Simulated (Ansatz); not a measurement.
**Phases of Mn at 220 GPa**

Structure types of Mn are relaxed in primitive cells with their symmetry kept at 220 GPa, first on PAW files, then by LAPW. The enthalpy is E + pV at zero temperature, without zero-point motion. Only the types listed were tried, and differences under about 5 meV/atom are mesh noise. Not among the end structures: fcc, bcc, which may lie lower.

Level of theory: DFT with PBE, scalar-relativistic, in Ansatz 0.2.0; Fermi–Dirac smearing of 0.08 eV, spin-polarised from start moments Mn1 3, Mn2 3 μB. LAPW: all electrons, basis error target 0.5 meV/atom; PAW: frozen-core files, cutoff 420 eV.

k meshes: hcp 20×20×11, beta tin 20×20×20, simple hexagonal 20×20×19, diamond 16×16×16.

Antiferromagnetic order, which Cr and Mn prefer near zero pressure, wasn't tried. The start moments died away, and the runs ended non-magnetic.

```csv
start type,ends as,"a, b, c (Å)",V (Å³/atom),"H − H(lowest), LAPW (meV/atom)",moment (μB/atom)
hcp,"hcp, P6_3/mmc","2.202, 2.202, 3.550",7.46,0.0,0.00
beta tin,"beta tin, I4_1/amd","3.872, 3.872, 2.057",7.71,?,0.00
simple hexagonal,"simple hexagonal, P6/mmm","2.163, 2.163, 1.885",7.64,?,0.00
diamond,"diamond, Fd-3m","4.157, 4.157, 4.157",8.98,4564.2,0.00
```

Question: What belongs in the row "beta tin", column "H − H(lowest), LAPW (meV/atom)"?

Answer: 1196.5.

Question: What belongs in the row "simple hexagonal", column "H − H(lowest), LAPW (meV/atom)"?

Answer: 1009.1.

Question: Split the lead of hcp over simple hexagonal into energy and pV.

Answer: For simple hexagonal less hcp: ΔE = +762.6 meV/atom, and p·ΔV = 220 GPa × +0.1795 Å³ × 6.242 meV/(GPa·Å³) = +246.4 meV/atom, together 1009.0 meV/atom. hcp wins on both counts.
